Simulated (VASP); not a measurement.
## TePb: relaxation of the atoms with r2SCAN

TePb:

```xyz
2
Lattice="0.0000 3.2009 3.2009 3.2009 0.0000 3.2009 3.2009 3.2009 0.0000" Properties=species:S:1:pos:R:3 pbc="T T T"
Te    3.2009    3.2009    3.2009
Pb    0.0000    0.0000    0.0000
```

The cell isn't the ideal one: a relaxed cell with its volume scaled by 0.94.

- Program: VASP 6.6.1
- Task: relaxation of the atoms
- Functional: r2SCAN
- Potentials or basis: VASP PAW PBE potentials, release 64 (Te, Pb_d)
- Cutoff: 600 eV
- k mesh: 8 × 8 × 8
- Occupations: gaussian, width 0.03 eV
- Spin: no spin polarisation
- Further INCAR settings: ALGO = Normal; EDIFF = 1e-07; IBRION = 2; EDIFFG = -0.01; NSW = 40

The pressure after relaxing is 3.0 GPa. The band gap on the k mesh is 0.96 eV, direct.

Final structure:
```cif
data_structure
_symmetry_space_group_name_H-M 'P 1'
_symmetry_Int_Tables_number 1
_cell_length_a 4.5268
_cell_length_b 4.5268
_cell_length_c 4.5268
_cell_angle_alpha 60.000
_cell_angle_beta 60.000
_cell_angle_gamma 60.000
_cell_volume 65.59
loop_
_atom_site_label
_atom_site_type_symbol
_atom_site_fract_x
_atom_site_fract_y
_atom_site_fract_z
_atom_site_occupancy
Te1 Te 0.50000 0.50000 0.50000 1
Pb1 Pb 0.00000 0.00000 0.00000 1
```

Levels at points of the mesh, in eV from the valence-band top:
| k point | band 7 | band 8 | band 9 | band 10 | band 11 | band 12 | band 13 | band 14 |
| --- | --- | --- | --- | --- | --- | --- | --- | --- |
| (0.00, 0.00, 0.00) | -5.57 | -1.63 | -1.63 | -1.63 | 4.36 | 4.36 | 4.36 | 6.09 |
| (0.50, 0.00, 0.00) | -9.08 | -1.13 | -1.13 | 0.00 | 0.96 | 1.32 | 1.32 | 8.97 |
| (0.50, 0.50, 0.00) | -7.57 | -4.95 | -3.17 | -3.17 | 3.44 | 5.92 | 5.92 | 7.33 |

Run time: 87 s on 1 thread of Intel(R) Xeon(R) Platinum 8488C (Sapphire Rapids) (shared host), peak memory 0.24 GiB.

Caveat: the relaxation stopped at its first step, so nothing moved; the PAW data sets were made with another functional, which shifts forces and pressure a little; spin-orbit coupling is left out, which as a rule narrows the gap of such compounds by several tenths of an eV. A k mesh can miss the band edges.
